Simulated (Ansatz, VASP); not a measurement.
## Two plane-wave programs on SiC

```
CELL_PARAMETERS angstrom
0.00000 2.16441 2.16441
2.16441 0.00000 2.16441
2.16441 2.16441 0.00000
ATOMIC_POSITIONS crystal
Si 0.00000 0.00000 0.00000
C 0.75000 0.75000 0.75000
```

Alike in both runs: task single point; functional LDA; k mesh 12 × 12 × 12; occupations gaussian, width 0.05 eV; no spin polarisation.

|  | VASP | Ansatz |
| --- | --- | --- |
| version | VASP 6.6.1 | Ansatz 0.2.0 |
| potentials or method | VASP PAW LDA potentials, release 64 (Si, C) | scalar-relativistic, plane waves, PAW |
| plane-wave cutoff (eV) | 520 | 520 |
| valence electrons in the cell | 8 | 8 |

```tsv
	VASP	Ansatz	Ansatz less VASP
gap on the k mesh at the Fermi level (eV)	1.29	1.30	+0.013
least direct gap on the mesh (eV)	4.52	4.54	+0.018
pressure (GPa)	0.4	0.0	-0.41
```

Ansatz warned: «pseudo_functional_mismatch».

A k mesh can miss the band edges. LDA gaps usually lie below the measured ones, often by a third to a half.
